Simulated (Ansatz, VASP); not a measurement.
## AlN: VASP beside Ansatz

```
Al N
1.0
     1.61121   -2.79061    0.00000
     1.61121    2.79061    0.00000
     0.00000    0.00000    4.18914
Al N
2 2
Cartesian
  0.0000 0.0000 -0.0555
  1.6112 -0.9302 2.0390
  0.0000 0.0000 2.0244
  1.6112 -0.9302 4.1190
```

Alike in both runs: functional PBEsol; k mesh 9 × 9 × 7; no spin polarisation.

Ansatz relaxed the structure, and its values are those at the end. VASP's run is a single point on that final structure, the one shown.

```csv
,VASP,Ansatz
version,VASP 6.6.1,Ansatz 0.2.0
potentials or method,"VASP PAW PBE potentials, release 64 (Al, N)","scalar-relativistic, plane waves, PAW"
plane-wave cutoff (eV),520,520
occupations,"gaussian, width 0.01 eV",fixed
valence electrons in the cell,16,16
```

|  | VASP | Ansatz | Ansatz less VASP |
| --- | --- | --- | --- |
| gap on the k mesh at the Fermi level (eV) | 3.54 | 3.52 | -0.015 |
| least direct gap on the mesh (eV) | 3.54 | 3.52 | -0.015 |
| pressure (GPa) | 10.0 | 10.0 | +0.03 |
| rms of the force components (eV/Å) | 0.004 | 0.004 | -0.0001 |

Ansatz warned: «near_symmetry_operations_not_taken».

Caveats: the PAW data sets were made with another functional, which shifts forces and pressure a little (VASP); an odd mesh through Γ misses points on the zone boundary, where band edges often lie.
